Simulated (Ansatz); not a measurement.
# Te: frozen-core PAW against all-electron methods

```
Te
1.0
     4.39775    0.00000    0.00000
    -2.19887    3.80856    0.00000
     0.00000    0.00000    5.84492
Te
3
Direct
  0.74500 0.00000 0.33333
  0.00000 0.74500 0.66667
  0.25500 0.25500 0.00000
```

Atom numbers follow the list: Te1, Te2, Te3.

The cell is COD entry 1531230, as deposited and not checked against the literature; nothing was relaxed. The listed cell was then made from it by scaling, straining or moving an atom.

Spin–orbit coupling is left out, though it moves levels of the heavy atoms by tenths of an eV or more.

All numbers are computed: DFT, LDA, PAW with Ansatz's default frozen-core files, scalar-relativistic (Ansatz 0.2.0); DFT, LDA, all-electron PAW with datasets made for the crystal, scalar-relativistic (Ansatz 0.2.0); DFT, LDA, all-electron LAPW, scalar-relativistic (Ansatz 0.2.0).

For PAW: a Γ-centred 9×9×6 k mesh, Fermi–Dirac smearing of 0.08 eV, cutoff 420 eV, no spin polarisation; the PAW files were made with PBE, and the program remakes their frozen cores for this functional. The crystal-made all-electron datasets (AE datasets) take a cutoff of 140 eV at this cell. LAPW targets a basis error of 0.5 meV/atom. The Ansatz runs share mesh, smearing and spin set-up. Plane-wave (PAW) pressures include the program's estimate of the Pulay term.

Stress and pressure are positive in compression.

The change that made this cell: volume scaled by 0.96.

```json
{"quantity": "pressure (GPa)", "PAW": "1.92", "AE datasets": "1.94", "LAPW": "1.94"}
{"quantity": "stress xx (GPa)", "PAW": "1.32", "AE datasets": "1.34", "LAPW": "1.34"}
{"quantity": "stress zz (GPa)", "PAW": "3.12", "AE datasets": "3.15", "LAPW": "3.15"}
{"quantity": "force on Te1, x (eV/Å)", "PAW": "-0.774", "AE datasets": "-0.774", "LAPW": "-0.774"}
```
